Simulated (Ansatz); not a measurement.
Born–Oppenheimer molecular dynamics of a periodic cell of 16 atoms, Na (start crystal Na, start structure bcc, volume 1.05 times the crystal's). It goes on from the last frame of an earlier run, with new velocities.

All numbers below come from DFT PBE-D3(BJ), scalar-relativistic, plane waves, PAW in Ansatz. Settings: cutoff 420 eV, k mesh 2x2x2, fermi-dirac smearing 0.11 eV, no spin polarisation.

```json
{
  "ensemble": "NVT, Langevin thermostat",
  "time step": "2 fs",
  "steps asked": "110",
  "set temperature": "780 K",
  "friction": "0.005 /fs",
  "seed": "507392"
}
```

Frames 4 fs apart, positions in Å, forces in eV/Å.

Velocities at 20.0 fs (Å/ps):

```
Na 3.83 3.09 -8.27
Na -1.03 0.37 -9.63
Na -4.51 -6.71 -2.44
Na -3.52 1.86 8.52
Na 0.15 3.15 -10.99
Na 8.54 0.19 -1.64
Na 0.43 -1.91 6.12
Na 0.38 -3.74 1.79
Na -0.13 -4.45 -0.14
Na -4.78 5.22 5.10
Na -0.04 -1.15 12.90
Na 2.10 -0.87 11.65
Na -1.38 0.76 -6.64
Na 2.31 -1.66 -7.62
Na -2.11 4.33 -1.15
Na 6.61 6.11 3.23
```

```xyz
16
Lattice="8.5987 0.0000 0.0000 0.0000 8.5987 0.0000 0.0000 0.0000 8.5987" Properties=species:S:1:pos:R:3:forces:R:3 time_fs=20.0 energy_less_start_eV=0.136 T=717
Na 0.337 -0.106 -0.285 -0.25 0.05 -0.01
Na 3.934 -0.048 -0.379 0.36 -0.08 0.31
Na -0.236 4.368 0.299 0.03 -0.08 -0.20
Na -0.108 0.205 4.232 0.22 -0.17 -0.05
Na 2.427 2.288 2.188 -0.07 -0.05 -0.05
Na 4.044 4.436 -0.620 0.45 -0.15 0.53
Na 4.336 0.090 4.939 -0.22 -0.10 -0.44
Na 6.078 2.471 2.124 0.02 -0.13 -0.06
Na 0.292 4.091 4.638 -0.06 0.08 -0.14
Na 2.231 6.290 1.530 0.07 -0.01 0.37
Na 2.423 2.232 6.880 -0.40 0.02 -0.29
Na 4.195 4.185 4.491 -0.01 -0.01 -0.16
Na 6.156 6.375 2.576 0.00 0.04 -0.12
Na 6.461 2.101 5.842 0.04 0.21 0.45
Na 2.410 6.148 6.274 -0.43 0.34 -0.12
Na 6.251 6.303 6.496 0.25 0.05 -0.04
16
Lattice="8.5987 0.0000 0.0000 0.0000 8.5987 0.0000 0.0000 0.0000 8.5987" Properties=species:S:1:pos:R:3:forces:R:3 time_fs=24.0 energy_less_start_eV=0.161 T=654
Na 0.353 -0.091 -0.317 -0.26 0.03 0.01
Na 3.934 -0.048 -0.415 0.37 -0.11 0.36
Na -0.252 4.342 0.289 0.05 -0.06 -0.20
Na -0.125 0.213 4.265 0.25 -0.19 -0.07
Na 2.428 2.303 2.148 -0.07 -0.06 -0.02
Na 4.076 4.436 -0.624 0.42 -0.12 0.53
Na 4.338 0.081 4.961 -0.22 -0.09 -0.47
Na 6.077 2.455 2.128 0.02 -0.13 -0.06
Na 0.297 4.074 4.635 -0.05 0.09 -0.13
Na 2.213 6.310 1.554 0.07 -0.02 0.34
Na 2.422 2.229 6.928 -0.40 0.06 -0.32
Na 4.209 4.179 4.538 -0.01 -0.01 -0.20
Na 6.150 6.378 2.551 0.00 0.03 -0.10
Na 6.471 2.093 5.817 0.02 0.23 0.47
Na 2.401 6.163 6.265 -0.42 0.30 -0.10
Na 6.278 6.327 6.512 0.25 0.04 -0.05
16
Lattice="8.5987 0.0000 0.0000 0.0000 8.5987 0.0000 0.0000 0.0000 8.5987" Properties=species:S:1:pos:R:3:forces:R:3 time_fs=28.0 energy_less_start_eV=0.184 T=728
Na 0.363 -0.076 -0.354 -0.27 0.01 0.03
Na 3.938 -0.049 -0.448 0.38 -0.13 0.41
Na -0.271 4.317 0.281 0.06 -0.05 -0.20
Na -0.136 0.217 4.295 0.27 -0.21 -0.10
Na 2.425 2.318 2.107 -0.06 -0.06 0.01
Na 4.109 4.434 -0.625 0.38 -0.08 0.51
Na 4.338 0.068 4.979 -0.22 -0.07 -0.50
Na 6.075 2.444 2.129 0.01 -0.13 -0.05
Na 0.307 4.058 4.632 -0.05 0.09 -0.13
Na 2.197 6.325 1.585 0.07 -0.03 0.30
Na 2.422 2.222 6.970 -0.40 0.11 -0.35
Na 4.229 4.165 4.585 -0.02 -0.01 -0.23
Na 6.142 6.382 2.529 0.00 0.03 -0.09
Na 6.484 2.081 5.797 0.01 0.23 0.50
Na 2.389 6.179 6.247 -0.40 0.26 -0.07
Na 6.306 6.356 6.530 0.24 0.02 -0.06
16
Lattice="8.5987 0.0000 0.0000 0.0000 8.5987 0.0000 0.0000 0.0000 8.5987" Properties=species:S:1:pos:R:3:forces:R:3 time_fs=32.0 energy_less_start_eV=0.202 T=748
Na 0.371 -0.062 -0.396 -0.28 0.00 0.05
Na 3.948 -0.053 -0.480 0.39 -0.15 0.45
Na -0.286 4.291 0.268 0.07 -0.03 -0.20
Na -0.146 0.219 4.330 0.30 -0.23 -0.13
Na 2.421 2.335 2.064 -0.05 -0.06 0.05
Na 4.143 4.434 -0.625 0.35 -0.05 0.50
Na 4.329 0.053 4.987 -0.22 -0.05 -0.53
Na 6.075 2.436 2.130 0.01 -0.13 -0.05
Na 0.318 4.040 4.629 -0.04 0.09 -0.12
Na 2.186 6.345 1.625 0.06 -0.03 0.26
Na 2.418 2.212 7.010 -0.39 0.16 -0.38
Na 4.249 4.148 4.633 -0.03 0.00 -0.26
Na 6.133 6.383 2.511 0.00 0.03 -0.08
Na 6.490 2.068 5.782 0.00 0.24 0.52
Na 2.377 6.202 6.227 -0.38 0.21 -0.04
Na 6.337 6.384 6.545 0.23 0.01 -0.07
16
Lattice="8.5987 0.0000 0.0000 0.0000 8.5987 0.0000 0.0000 0.0000 8.5987" Properties=species:S:1:pos:R:3:forces:R:3 time_fs=36.0 energy_less_start_eV=0.212 T=692
Na 0.376 -0.054 -0.437 -0.29 -0.02 0.08
Na 3.961 -0.054 -0.507 0.39 -0.16 0.48
Na -0.297 4.263 0.257 0.08 -0.01 -0.20
Na -0.152 0.219 4.362 0.32 -0.24 -0.16
Na 2.418 2.347 2.023 -0.04 -0.06 0.08
Na 4.181 4.434 -0.629 0.31 -0.02 0.48
Na 4.320 0.036 4.988 -0.21 -0.03 -0.54
Na 6.078 2.426 2.134 0.00 -0.14 -0.05
Na 0.327 4.024 4.626 -0.04 0.10 -0.11
Na 2.172 6.366 1.666 0.06 -0.03 0.23
Na 2.408 2.207 7.046 -0.37 0.19 -0.40
Na 4.264 4.129 4.674 -0.04 0.01 -0.28
Na 6.124 6.381 2.491 0.00 0.03 -0.07
Na 6.497 2.054 5.776 -0.02 0.24 0.54
Na 2.366 6.231 6.208 -0.37 0.15 -0.02
Na 6.370 6.418 6.555 0.22 -0.01 -0.07
16
Lattice="8.5987 0.0000 0.0000 0.0000 8.5987 0.0000 0.0000 0.0000 8.5987" Properties=species:S:1:pos:R:3:forces:R:3 time_fs=40.0 energy_less_start_eV=0.219 T=724
Na 0.374 -0.050 -0.481 -0.29 -0.03 0.11
Na 3.974 -0.056 -0.532 0.38 -0.17 0.51
Na -0.303 4.236 0.246 0.08 0.01 -0.20
Na -0.155 0.221 4.390 0.33 -0.25 -0.18
Na 2.413 2.360 1.980 -0.03 -0.07 0.12
Na 4.220 4.431 -0.634 0.27 0.01 0.46
Na 4.309 0.015 4.982 -0.19 0.00 -0.56
Na 6.081 2.414 2.139 0.00 -0.14 -0.05
Na 0.337 4.011 4.621 -0.04 0.09 -0.10
Na 2.155 6.381 1.706 0.06 -0.03 0.19
Na 2.390 2.200 7.080 -0.35 0.23 -0.42
Na 4.275 4.103 4.707 -0.06 0.03 -0.30
Na 6.119 6.374 2.467 0.01 0.03 -0.05
Na 6.500 2.040 5.770 -0.03 0.23 0.55
Na 2.345 6.259 6.189 -0.34 0.10 0.01
Na 6.404 6.454 6.560 0.20 -0.03 -0.08
16
Lattice="8.5987 0.0000 0.0000 0.0000 8.5987 0.0000 0.0000 0.0000 8.5987" Properties=species:S:1:pos:R:3:forces:R:3 time_fs=44.0 energy_less_start_eV=0.227 T=757
Na 0.377 -0.049 -0.520 -0.29 -0.04 0.15
Na 3.986 -0.060 -0.555 0.38 -0.17 0.52
Na -0.302 4.216 0.228 0.07 0.02 -0.19
Na -0.159 0.222 4.418 0.35 -0.26 -0.21
Na 2.399 2.369 1.934 -0.02 -0.07 0.16
Na 4.255 4.426 -0.641 0.23 0.03 0.45
Na 4.287 -0.009 4.976 -0.17 0.03 -0.57
Na 6.080 2.401 2.148 0.00 -0.14 -0.06
Na 0.348 3.999 4.616 -0.05 0.09 -0.10
Na 2.139 6.396 1.750 0.06 -0.03 0.16
Na 2.368 2.197 7.112 -0.32 0.25 -0.45
Na 4.286 4.074 4.737 -0.08 0.06 -0.31
Na 6.117 6.360 2.443 0.01 0.03 -0.04
Na 6.501 2.028 5.771 -0.03 0.22 0.55
Na 2.318 6.290 6.174 -0.31 0.03 0.02
Na 6.442 6.486 6.570 0.17 -0.06 -0.09
16
Lattice="8.5987 0.0000 0.0000 0.0000 8.5987 0.0000 0.0000 0.0000 8.5987" Properties=species:S:1:pos:R:3:forces:R:3 time_fs=48.0 energy_less_start_eV=0.244 T=706
Na 0.384 -0.051 -0.555 -0.30 -0.05 0.18
Na 3.998 -0.065 -0.576 0.37 -0.16 0.54
Na -0.295 4.195 0.208 0.06 0.03 -0.19
Na -0.159 0.221 4.441 0.35 -0.25 -0.23
Na 2.382 2.377 1.891 -0.01 -0.07 0.21
Na 4.290 4.420 -0.646 0.21 0.06 0.44
Na 4.261 -0.033 4.969 -0.14 0.06 -0.58
Na 6.079 2.389 2.157 0.00 -0.14 -0.06
Na 0.361 3.989 4.616 -0.05 0.09 -0.09
Na 2.123 6.414 1.796 0.06 -0.03 0.13
Na 2.345 2.199 7.147 -0.28 0.27 -0.48
Na 4.294 4.047 4.770 -0.11 0.09 -0.33
Na 6.119 6.346 2.419 0.01 0.03 -0.03
Na 6.501 2.019 5.774 -0.04 0.21 0.55
Na 2.290 6.321 6.166 -0.28 -0.03 0.04
Na 6.483 6.517 6.583 0.14 -0.08 -0.10
16
Lattice="8.5987 0.0000 0.0000 0.0000 8.5987 0.0000 0.0000 0.0000 8.5987" Properties=species:S:1:pos:R:3:forces:R:3 time_fs=52.0 energy_less_start_eV=0.256 T=702
Na 0.393 -0.053 -0.581 -0.30 -0.05 0.22
Na 4.008 -0.065 -0.592 0.37 -0.16 0.54
Na -0.280 4.174 0.188 0.04 0.04 -0.18
Na -0.150 0.226 4.458 0.35 -0.24 -0.25
Na 2.364 2.385 1.849 0.01 -0.08 0.26
Na 4.327 4.413 -0.653 0.18 0.08 0.44
Na 4.237 -0.052 4.953 -0.11 0.08 -0.57
Na 6.077 2.379 2.164 0.01 -0.13 -0.07
Na 0.378 3.978 4.618 -0.06 0.08 -0.09
Na 2.111 6.427 1.839 0.06 -0.03 0.10
Na 2.322 2.205 7.173 -0.25 0.27 -0.51
Na 4.298 4.020 4.802 -0.13 0.11 -0.36
Na 6.128 6.331 2.390 0.01 0.03 -0.02
Na 6.496 2.019 5.784 -0.03 0.18 0.55
Na 2.260 6.352 6.157 -0.25 -0.09 0.05
Na 6.527 6.549 6.598 0.11 -0.10 -0.11
16
Lattice="8.5987 0.0000 0.0000 0.0000 8.5987 0.0000 0.0000 0.0000 8.5987" Properties=species:S:1:pos:R:3:forces:R:3 time_fs=56.0 energy_less_start_eV=0.271 T=685
Na 0.403 -0.063 -0.600 -0.30 -0.04 0.25
Na 4.018 -0.064 -0.606 0.36 -0.15 0.53
Na -0.268 4.158 0.164 0.02 0.06 -0.17
Na -0.141 0.236 4.475 0.34 -0.23 -0.26
Na 2.348 2.391 1.809 0.02 -0.08 0.30
Na 4.364 4.413 -0.662 0.15 0.09 0.44
Na 4.210 -0.066 4.931 -0.08 0.09 -0.55
Na 6.078 2.369 2.166 0.01 -0.13 -0.07
Na 0.396 3.972 4.624 -0.07 0.07 -0.09
Na 2.102 6.435 1.883 0.06 -0.03 0.08
Na 2.299 2.212 7.193 -0.22 0.27 -0.53
Na 4.303 3.999 4.837 -0.15 0.14 -0.40
Na 6.141 6.318 2.357 0.01 0.03 0.00
Na 6.486 2.024 5.795 -0.01 0.14 0.54
Na 2.229 6.383 6.143 -0.22 -0.14 0.06
Na 6.573 6.579 6.616 0.07 -0.11 -0.13
16
Lattice="8.5987 0.0000 0.0000 0.0000 8.5987 0.0000 0.0000 0.0000 8.5987" Properties=species:S:1:pos:R:3:forces:R:3 time_fs=60.0 energy_less_start_eV=0.281 T=693
Na 0.413 -0.075 -0.615 -0.29 -0.03 0.28
Na 4.035 -0.065 -0.617 0.35 -0.14 0.51
Na -0.256 4.147 0.132 0.01 0.07 -0.16
Na -0.127 0.247 4.488 0.33 -0.21 -0.27
Na 2.335 2.399 1.775 0.03 -0.08 0.34
Na 4.407 4.413 -0.670 0.11 0.10 0.44
Na 4.183 -0.082 4.903 -0.05 0.11 -0.53
Na 6.083 2.358 2.165 0.01 -0.12 -0.07
Na 0.410 3.970 4.631 -0.08 0.06 -0.09
Na 2.091 6.440 1.921 0.06 -0.02 0.06
Na 2.276 2.214 7.210 -0.17 0.27 -0.56
Na 4.309 3.983 4.864 -0.18 0.16 -0.42
Na 6.152 6.306 2.323 0.02 0.04 0.01
Na 6.472 2.025 5.810 0.02 0.10 0.53
Na 2.204 6.414 6.125 -0.20 -0.19 0.08
Na 6.625 6.603 6.636 0.03 -0.12 -0.15
16
Lattice="8.5987 0.0000 0.0000 0.0000 8.5987 0.0000 0.0000 0.0000 8.5987" Properties=species:S:1:pos:R:3:forces:R:3 time_fs=64.0 energy_less_start_eV=0.292 T=651
Na 0.423 -0.087 -0.625 -0.28 -0.01 0.32
Na 4.058 -0.067 -0.626 0.33 -0.13 0.49
Na -0.246 4.133 0.100 0.00 0.08 -0.14
Na -0.110 0.256 4.503 0.31 -0.20 -0.28
Na 2.321 2.408 1.753 0.05 -0.08 0.37
Na 4.451 4.413 -0.677 0.07 0.10 0.44
Na 4.159 -0.104 4.873 -0.01 0.13 -0.50
Na 6.091 2.347 2.160 0.01 -0.12 -0.07
Na 0.427 3.969 4.641 -0.09 0.05 -0.09
Na 2.080 6.445 1.959 0.06 -0.02 0.03
Na 2.249 2.215 7.225 -0.12 0.27 -0.58
Na 4.313 3.971 4.885 -0.19 0.18 -0.45
Na 6.166 6.304 2.290 0.02 0.04 0.02
Na 6.463 2.024 5.824 0.03 0.07 0.51
Na 2.179 6.444 6.108 -0.17 -0.23 0.10
Na 6.683 6.620 6.654 -0.02 -0.14 -0.17
```

Of the whole run (220 fs, mean temperature of the second half 612 K): The mean temperature of the second half is 22 % below the set value. A run of 0.22 ps of so small a system gives no equilibrium averages. Limits of this set-up: coarse k mesh.

Run time: 28 min on 2 CPU threads of a shared host.
